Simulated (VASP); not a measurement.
# CuI (Marshite): how numerical settings change the zone-centre modes, part 2 of 2

How far do the zone-centre frequencies of CuI (Marshite) depend on the numerical settings? The starting structure is a measured crystal structure from the Crystallography Open Database.

VASP 6.6.1.

Results so far: reference T2 156.3 cm⁻¹.

The database entry behind the starting cell differs from later determinations by our own check (about 0.15 % long (mineral sample)), so it need not match the best structure at ambient conditions.

### Step 3. Modes with a 4×4×4 mesh

Level of this step: LDA; plane waves and PAW (I, Cu) (VASP).

Against step 2 the input has a 4×4×4 mesh.

INCAR

```
SYSTEM = CuI
PREC = Accurate
ENCUT = 450
EDIFF = 1E-08
NELM = 100
ISMEAR = 0
SIGMA = 0.03
LREAL = .FALSE.
ALGO = Normal
GGA = CA
NBANDS = 15
LORBIT = 11
LWAVE = .FALSE.
LCHARG = .FALSE.
KPAR = 2
IBRION = 8
LEPSILON = .TRUE.
ISIF = 2
```

POSCAR

```
CuI
1.0
    0.0000000000      2.9309762125      2.9309762125
    2.9309762125      0.0000000000      2.9309762125
    2.9309762125      2.9309762125      0.0000000000
I Cu
1 1
Direct
    0.0000000000      0.0000000000      0.0000000000
    0.7500000000      0.7500000000      0.7500000000
```

KPOINTS

```
Automatic mesh
0
Gamma
4 4 4
0 0 0
```

Potentials, in the order of the species: I and Cu (LDA family, release 64).

Launch:

```console
$ mpirun -np 2 vasp_std
```

What it wrote:

```text
[... set-up lines as in an earlier step ...]
 entering main loop
       N       E                     dE             d eps       ncg     rms          rms(c)
DAV:   1     0.895747949175E+02    0.89575E+02   -0.70477E+03   240   0.121E+03
DAV:   2    -0.126592949806E+01   -0.90841E+02   -0.84762E+02   240   0.232E+02
DAV:   3    -0.711082982910E+01   -0.58449E+01   -0.57287E+01   331   0.624E+01
DAV:   4    -0.727044432398E+01   -0.15961E+00   -0.15952E+00   268   0.966E+00
[...]
DAV:  15    -0.694783840262E+01    0.43456E-07   -0.47302E-07   367   0.146E-02    0.523E-03
DAV:  16    -0.694783838732E+01    0.15305E-07   -0.50232E-08   340   0.435E-03    0.754E-04
DAV:  17    -0.694783838475E+01    0.25643E-08   -0.44391E-09   169   0.231E-03
   1 F= -.69478384E+01 E0= -.69478384E+01  d E =-.682186E-13
 Linear response reoptimize wavefunctions to high precision
DAV:   1    -0.694783838464E+01    0.11232E-09   -0.33195E-09   286   0.101E-03
DAV:   2    -0.694783838454E+01    0.10095E-09   -0.85538E-10   148   0.286E-04
[...]
RMM:  16    -0.781661287830E-01   -0.43233E-08    0.13756E-08   862   0.599E-06    0.342E-06
 first order change of Fermi-energy   0.28314E-03
 force on displaced ion       1 direction 1 :  -3.754  -0.000  -0.000
 Born effective charge ion    1 direction 1 :  -1.969   0.000   0.000
 Linear response progress:
  Degree of freedom:   2/  2
       N       E                     dE             d eps       ncg     rms          rms(c)
RMM:   1    -0.246958376933E+00   -0.24696E+00   -0.12774E-01   775   0.511E+00
RMM:   2    -0.247008932576E+00   -0.50556E-04   -0.81892E-03   752   0.108E+00    0.837E-02
RMM:   3    -0.247362446638E+00   -0.35351E-03   -0.10314E-03   848   0.261E-01    0.516E-02
RMM:   4    -0.247704313700E+00   -0.34187E-03   -0.10459E-04   899   0.792E-02    0.522E-03
[...]
RMM:  13    -0.247686649504E+00   -0.24541E-07    0.49655E-10   925   0.112E-05    0.628E-06
RMM:  14    -0.247686661067E+00   -0.11564E-07    0.29388E-10   888   0.609E-06    0.766E-07
RMM:  15    -0.247686653567E+00    0.75008E-08    0.36191E-10   738   0.433E-06    0.571E-07
 first order change of Fermi-energy   0.13669E-04
 force on displaced ion       2 direction 1 :  -3.797  -0.000  -0.000
 Born effective charge ion    2 direction 1 :   1.291   0.000   0.000
 Born effective charges drift removed
 Linear response finished
```

Run time: 91 s. Hardware: 2 MPI ranks of AMD EPYC 7R43, shared host; peak memory 0.3 GiB.

Parts of OUTCAR (step 3):

```text
  Total        0.1037508      0.1037508      0.1037508      0.0000000      0.0000000     -0.0000000
  in kB        3.3009222      3.3009222      3.3009222      0.0000000      0.0000000     -0.0000000
  external PRESSURE =       3.3009222 kB  Pullay stress =       0.0000000 kB

 POSITION                                       TOTAL-FORCE (eV/Angst)
 -----------------------------------------------------------------------------------
      0.00000      0.00000      0.00000        -0.000000     -0.000000     -0.000000
      4.39646      4.39646      4.39646         0.000000      0.000000      0.000000
 -----------------------------------------------------------------------------------
    total drift:                               -0.000000     -0.000000     -0.000000

 MACROSCOPIC STATIC DIELECTRIC TENSOR (including local field effects in DFT)
 ------------------------------------------------------
          10.401347    -0.000000    -0.000000
           0.000000    10.401347    -0.000000
           0.000000    -0.000000    10.401347
 ------------------------------------------------------

 MACROSCOPIC STATIC DIELECTRIC TENSOR IONIC CONTRIBUTION
 ------------------------------------------------------
           2.531498     0.000000    -0.000000
           0.000000     2.531498    -0.000000
          -0.000000    -0.000000     2.531498
 ------------------------------------------------------

[... 1 part as in an earlier step ...]

[... 1 further part left out ...]
```

With a 4×4×4 mesh the mode is T2 155.9 cm⁻¹, -0.4 cm⁻¹ from the reference.

### Step 4. Modes with a cutoff of 300 eV

Against step 2 the input has ENCUT = 300.

INCAR, as its differences from that of step 3:

```diff
@@ -2,3 +2,3 @@
 PREC = Accurate
-ENCUT = 450
+ENCUT = 300
 EDIFF = 1E-08
```

POSCAR is that of step 3.

KPOINTS

```
Automatic mesh
0
Gamma
6 6 6
0 0 0
```

Launch:

```console
$ mpirun -np 2 vasp_std
```

What it wrote:

```text
[... set-up lines as in an earlier step ...]
 entering main loop
       N       E                     dE             d eps       ncg     rms          rms(c)
DAV:   1     0.751979403366E+02    0.75198E+02   -0.53250E+03   480   0.828E+02
DAV:   2    -0.337108883292E+01   -0.78569E+02   -0.71898E+02   501   0.198E+02
DAV:   3    -0.722034823651E+01   -0.38493E+01   -0.38078E+01   648   0.477E+01
DAV:   4    -0.732055820045E+01   -0.10021E+00   -0.10019E+00   536   0.772E+00
[...]
DAV:  15    -0.699369817499E+01    0.22270E-06   -0.71155E-07   760   0.220E-02    0.491E-03
DAV:  16    -0.699369815298E+01    0.22003E-07   -0.16762E-07   682   0.122E-02    0.695E-04
DAV:  17    -0.699369815344E+01   -0.45293E-09   -0.17076E-08   388   0.186E-03
   1 F= -.69936982E+01 E0= -.69936982E+01  d E =-.858876E-24
 Linear response reoptimize wavefunctions to high precision
DAV:   1    -0.699369815328E+01    0.15871E-09   -0.55818E-09   646   0.145E-03
DAV:   2    -0.699369815328E+01   -0.72760E-11   -0.55602E-10   303   0.157E-04
 Linear response G [H, r] |phi>, progress :
  Direction:   1
[...]
RMM:  14    -0.777082556566E-01   -0.29331E-09   -0.90574E-09  2458   0.130E-05    0.398E-06
 first order change of Fermi-energy   0.43146E-03
 force on displaced ion       1 direction 1 :  -3.784  -0.000  -0.000
 Born effective charge ion    1 direction 1 :  -1.143   0.000   0.000
 Linear response progress:
  Degree of freedom:   2/  2
       N       E                     dE             d eps       ncg     rms          rms(c)
RMM:   1    -0.247557493899E+00   -0.24756E+00   -0.12910E-01  1955   0.472E+00
RMM:   2    -0.246989074217E+00    0.56842E-03   -0.79150E-03  1901   0.997E-01    0.878E-02
RMM:   3    -0.247289045202E+00   -0.29997E-03   -0.90981E-04  2181   0.227E-01    0.511E-02
RMM:   4    -0.247589691053E+00   -0.30065E-03   -0.88393E-05  2280   0.708E-02    0.505E-03
[...]
RMM:  12    -0.247594046451E+00   -0.31958E-07    0.13044E-09  2415   0.404E-05    0.484E-06
RMM:  13    -0.247594082341E+00   -0.35890E-07   -0.69062E-10  2392   0.260E-05    0.451E-06
RMM:  14    -0.247594087620E+00   -0.52795E-08    0.21996E-09  2313   0.222E-05    0.173E-06
 first order change of Fermi-energy  -0.52396E-04
 force on displaced ion       2 direction 1 :  -3.808  -0.000  -0.000
 Born effective charge ion    2 direction 1 :   1.033   0.000   0.000
 Born effective charges drift removed
 Linear response finished
```

Wall time 91 s (2 MPI ranks); peak memory 0.25 GiB; 3 min of CPU time.

Parts of OUTCAR (step 4):

```text
  Total       -0.1506037     -0.1506037     -0.1506037     -0.0000000      0.0000000      0.0000000
  in kB       -4.7915863     -4.7915863     -4.7915863     -0.0000000      0.0000000      0.0000000
  external PRESSURE =      -4.7915863 kB  Pullay stress =       0.0000000 kB

 POSITION                                       TOTAL-FORCE (eV/Angst)
 -----------------------------------------------------------------------------------
      0.00000      0.00000      0.00000         0.000000      0.000000      0.000000
      4.39646      4.39646      4.39646        -0.000000     -0.000000     -0.000000
 -----------------------------------------------------------------------------------
    total drift:                               -0.000003     -0.000003     -0.000003

 MACROSCOPIC STATIC DIELECTRIC TENSOR (including local field effects in DFT)
 ------------------------------------------------------
           7.591963    -0.000000    -0.000000
          -0.000000     7.591963    -0.000000
           0.000000    -0.000000     7.591963
 ------------------------------------------------------

 MACROSCOPIC STATIC DIELECTRIC TENSOR IONIC CONTRIBUTION
 ------------------------------------------------------
           1.121907     0.000000     0.000000
           0.000000     1.121907     0.000000
           0.000000     0.000000     1.121907
 ------------------------------------------------------

[... 1 part as in an earlier step ...]

[... 1 further part left out ...]
```

With a cutoff of 300 eV the mode is T2 156.2 cm⁻¹, -0.1 cm⁻¹ from the reference.

### Step 5. Modes with an 8×8×8 mesh

Against step 2 the input has an 8×8×8 mesh.

INCAR, as its differences from that of step 4:

```diff
@@ -2,3 +2,3 @@
 PREC = Accurate
-ENCUT = 300
+ENCUT = 450
 EDIFF = 1E-08
```

POSCAR is that of step 4.

KPOINTS

```
Automatic mesh
0
Gamma
8 8 8
0 0 0
```

Launch:

```console
$ mpirun -np 2 vasp_std
```

What it wrote:

```text
[... set-up lines as in an earlier step ...]
 entering main loop
       N       E                     dE             d eps       ncg     rms          rms(c)
DAV:   1     0.901952257968E+02    0.90195E+02   -0.70187E+03   870   0.118E+03
DAV:   2    -0.164537878093E+01   -0.91841E+02   -0.84840E+02   933   0.233E+02
DAV:   3    -0.716758894923E+01   -0.55222E+01   -0.54367E+01  1151   0.614E+01
DAV:   4    -0.732225540449E+01   -0.15467E+00   -0.15459E+00  1055   0.963E+00
[...]
DAV:  15    -0.699589185896E+01    0.18351E-06   -0.98675E-07  1342   0.285E-02    0.104E-03
DAV:  16    -0.699589187276E+01   -0.13801E-07   -0.10256E-07  1361   0.555E-03    0.173E-03
DAV:  17    -0.699589186408E+01    0.86793E-08   -0.19424E-08   779   0.500E-03
   1 F= -.69958919E+01 E0= -.69958919E+01  d E =-.633780E-12
 Linear response reoptimize wavefunctions to high precision
DAV:   1    -0.699589186412E+01   -0.39108E-10   -0.58139E-09  1158   0.117E-03
DAV:   2    -0.699589186412E+01    0.63665E-11   -0.38587E-10   554   0.135E-04
 Linear response G [H, r] |phi>, progress :
  Direction:   1
[...]
RMM:  18    -0.779330386113E-01    0.50037E-08   -0.67139E-10  2088   0.259E-06    0.215E-08
 first order change of Fermi-energy   0.64260E-03
 force on displaced ion       1 direction 1 :  -3.780   0.000   0.000
 Born effective charge ion    1 direction 1 :  -0.997   0.000   0.000
 Linear response progress:
  Degree of freedom:   2/  2
       N       E                     dE             d eps       ncg     rms          rms(c)
RMM:   1    -0.246923718860E+00   -0.24692E+00   -0.12777E-01  4040   0.512E+00
RMM:   2    -0.246965268443E+00   -0.41550E-04   -0.83516E-03  3941   0.108E+00    0.860E-02
RMM:   3    -0.247316785965E+00   -0.35152E-03   -0.10682E-03  4459   0.261E-01    0.517E-02
RMM:   4    -0.247645502611E+00   -0.32872E-03   -0.10168E-04  4733   0.792E-02    0.515E-03
[...]
RMM:  13    -0.247633042470E+00   -0.25797E-07    0.55045E-10  4934   0.121E-05    0.360E-06
RMM:  14    -0.247633023963E+00    0.18507E-07    0.62742E-10  4993   0.763E-06    0.393E-06
RMM:  15    -0.247633028135E+00   -0.41721E-08    0.83633E-10  4091   0.386E-06    0.148E-06
 first order change of Fermi-energy  -0.44305E-03
 force on displaced ion       2 direction 1 :  -3.823   0.000   0.000
 Born effective charge ion    2 direction 1 :   0.973   0.000   0.000
 Born effective charges drift removed
 Linear response finished
```

It took 6.2 min on 2 MPI ranks; peak memory 0.5 GiB; 12 min of CPU time.

OUTCAR, selected parts (step 5):

```text
  Total       -0.0120461     -0.0120461     -0.0120461      0.0000000     -0.0000000      0.0000000
  in kB       -0.3832559     -0.3832559     -0.3832559      0.0000000     -0.0000000      0.0000000
  external PRESSURE =      -0.3832559 kB  Pullay stress =       0.0000000 kB

 MACROSCOPIC STATIC DIELECTRIC TENSOR (including local field effects in DFT)
 ------------------------------------------------------
           6.971562     0.000000    -0.000000
           0.000000     6.971562    -0.000000
          -0.000000     0.000000     6.971562
 ------------------------------------------------------

 MACROSCOPIC STATIC DIELECTRIC TENSOR IONIC CONTRIBUTION
 ------------------------------------------------------
           0.917139    -0.000000     0.000000
          -0.000000     0.917139    -0.000000
           0.000000    -0.000000     0.917139
 ------------------------------------------------------

[... 2 parts as in an earlier step ...]

[... 1 further part left out ...]
```

The log as kept lacks single lines of electronic cycles.

With an 8×8×8 mesh the mode is T2 156.4 cm⁻¹, +0.1 cm⁻¹ from the reference.

### Step 6. Modes with finite displacements

Against step 2 the input has IBRION = 6, NFREE = 2, POTIM = 0.015 and no LEPSILON (also changed: NSW).

INCAR, as its differences from that of step 5:

```diff
@@ -15,4 +15,6 @@
 KPAR = 2
-IBRION = 8
-LEPSILON = .TRUE.
+IBRION = 6
+NFREE = 2
+POTIM = 0.015
+NSW = 1
 ISIF = 2
```

POSCAR is that of step 5.

KPOINTS

```
Automatic mesh
0
Gamma
6 6 6
0 0 0
```

Launch:

```console
$ mpirun -np 2 vasp_std
```

What it wrote:

```text
[... set-up lines as in an earlier step ...]
 entering main loop
       N       E                     dE             d eps       ncg     rms          rms(c)
[... 17 cycles as in an earlier step ...]
   1 F= -.69924254E+01 E0= -.69924254E+01  d E =-.112123E-23
[...]
2 F= -.69920010E+01 E0= -.69920010E+01  d E =-.495931E-23
[...]
3 F= -.69920010E+01 E0= -.69920010E+01  d E =-.499897E-23
[...]
4 F= -.69920016E+01 E0= -.69920016E+01  d E =-.501888E-23
[...]
5 F= -.69920016E+01 E0= -.69920016E+01  d E =-.506033E-23
 Finite differences progress:
  Degree of freedom:   2/  2
  Displacement:        2/  2
  Total:               4/  4
```

Elapsed: 51 s, on 2 MPI ranks; peak memory 0.29 GiB.

Parts of OUTCAR (step 6):

```text
  Total       -0.0027680     -0.0013885     -0.0013885      0.0000000     -0.0780690      0.0000000
  in kB       -0.0880671     -0.0441758     -0.0441758      0.0000000     -2.4838338      0.0000000
  external PRESSURE =      -0.0588063 kB  Pullay stress =       0.0000000 kB

 POSITION                                       TOTAL-FORCE (eV/Angst)
 -----------------------------------------------------------------------------------
      0.00000      0.00000      0.00000        -0.056355      0.000000      0.000000
      4.38146      4.39646      4.39646         0.056355      0.000000      0.000000
 -----------------------------------------------------------------------------------
    total drift:                               -0.000696     -0.000002     -0.000002

  FREE ENERGIE OF THE ION-ELECTRON SYSTEM (eV)
  ---------------------------------------------------
  free  energy   TOTEN  =        -6.9920016230 eV

  energy  without entropy=       -6.9920016230  energy(sigma->0) =       -6.99200162

[... 2 parts as in an earlier step ...]

[... 1 further part left out ...]
[key lines of the parts left out:]
E-fermi :   5.5498
```

The last energy, forces and stress in OUTCAR belong to the last displaced cell, not to that of POSCAR.

With finite displacements the mode is T2 155.5 cm⁻¹, -0.8 cm⁻¹ from the reference.

### Step 7. Comparison

| run | T2 | method | core minutes |
| --- | --- | --- | --- |
| reference | 156.3 | perturbation theory | 6.6 |
| a 4×4×4 mesh | 155.9 | perturbation theory | 3.03 |
| a cutoff of 300 eV | 156.2 | perturbation theory | 3.03 |
| an 8×8×8 mesh | 156.4 | perturbation theory | 12.3 |
| finite displacements | 155.5 | finite displacements | 1.7 |

Modes are in cm⁻¹, degenerate ones as one, matched between runs by symmetry and order. A number in brackets counts the listed modes of one symmetry from the lowest. The symmetry labels come from an automatic analysis and can be wrong where levels nearly coincide. Core minutes are wall time times ranks of the run shown, on a shared host.

### Step 8. What came out

```json
{
 "T2, reference": "156.3 cm⁻¹",
 "T2, a 4×4×4 mesh": "155.9 cm⁻¹",
 "T2, a cutoff of 300 eV": "156.2 cm⁻¹",
 "T2, an 8×8×8 mesh": "156.4 cm⁻¹",
 "T2, finite displacements": "155.5 cm⁻¹"
}
```

**Reading.** The largest change comes with finite displacements: -0.8 cm⁻¹ in T2. On finer settings the modes change by up to +0.1 cm⁻¹ in T2 with an 8×8×8 mesh. Other changes move the modes by more: -0.4 cm⁻¹ in T2 with a 4×4×4 mesh and -0.8 cm⁻¹ in T2 with finite displacements. The dielectric constants and Born charges in the logs aren't compared here; at a small gap they can be far off, and in a run without a gap they mean nothing. The frequencies are harmonic, and the splitting of polar modes by their long-range field is left out. Further runs on this material are not shown.

[Lines on the potential files, build, host, timing and source positions are cut from VASP's logs without a mark.]

[Logs are printed without paths, hosts, clocks, repeated set-up lines and the standing remarks that a program may print on its own settings, such as how far it seeks lower states.]

[Hosts, paths, dates, database ids (printed as entryN), source tags and the programs' standing remarks are cut or masked in the printed files.]
